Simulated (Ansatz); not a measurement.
# Te2Mo: the cost of one run

Computed with Ansatz 0.2.0 (DFT LDA, scalar-relativistic, plane waves, PAW, unless a step's input says otherwise).

### 1 The system as given

The structure is hexagonal, space group P-6m2 (No. 187). Conventional cell: a = 3.467 Å, b = 3.467 Å, c = 17.520 Å, α = 90.00°, β = 90.00°, γ = 120.00°. Te (site symmetry 3m) is surrounded by 3 Mo at 2.69 Å. Mo (site symmetry -6m2) has 6 Te at 2.69 Å as nearest neighbours.

Coordinates:

```cif
data_structure
_symmetry_space_group_name_H-M 'P-6m2'
_symmetry_Int_Tables_number 187
_cell_length_a 3.4665
_cell_length_b 3.4665
_cell_length_c 17.5198
_cell_angle_alpha 90.000
_cell_angle_beta 90.000
_cell_angle_gamma 120.000
_cell_volume 182.33
loop_
_atom_site_label
_atom_site_type_symbol
_atom_site_symmetry_multiplicity
_atom_site_Wyckoff_symbol
_atom_site_fract_x
_atom_site_fract_y
_atom_site_fract_z
_atom_site_occupancy
Te1 Te 2 h 0.33333 0.66667 0.89753 1
Mo1 Mo 1 a 0.00000 0.00000 0.00000 1
```

It goes back to an entry of the Materials Project, which need not be the stable form.

It is the result of an earlier relaxation at this level (volume 60.78 Å³/atom; gap on the mesh: 1.24 eV).

### 2 Zero of the scan

input.yaml

```yaml
crystal:
  lattice:
    - [3.4665480215, 0.0, 0.0]
    - [-1.7332740108, 3.0021186501, 0.0]
    - [0.0, 0.0, 17.5198113284]
  atoms:
    - { symbol: Te, position: [0.3333333333, 0.6666666667, 0.8975342416] }
    - { symbol: Te, position: [0.3333333333, 0.6666666667, 0.1024657584] }
    - { symbol: Mo, position: [0.0, 0.0, 0.0] }
basis:
  ecutwfc: 420
kpoints:
  mp_grid: { grid: [12, 12, 2] }
hamiltonian:
  xc: lda
scf:
  occupations: { method: gaussian, width: 0.05 }
output:
  forces: true
  stress: true
  eigenvalues: true
```

Run with:

```
ansatz run input.yaml --threads 1 --pin off --max-ram 2560MiB --backend cpu --events-out ev --progress --plain --runs-dir out
```

**Question.** How long does this run take on 1 thread of AMD EPYC (Zen 3), shared host, and how much memory does it need?

About 40 s, with a peak of 0.45 GiB.
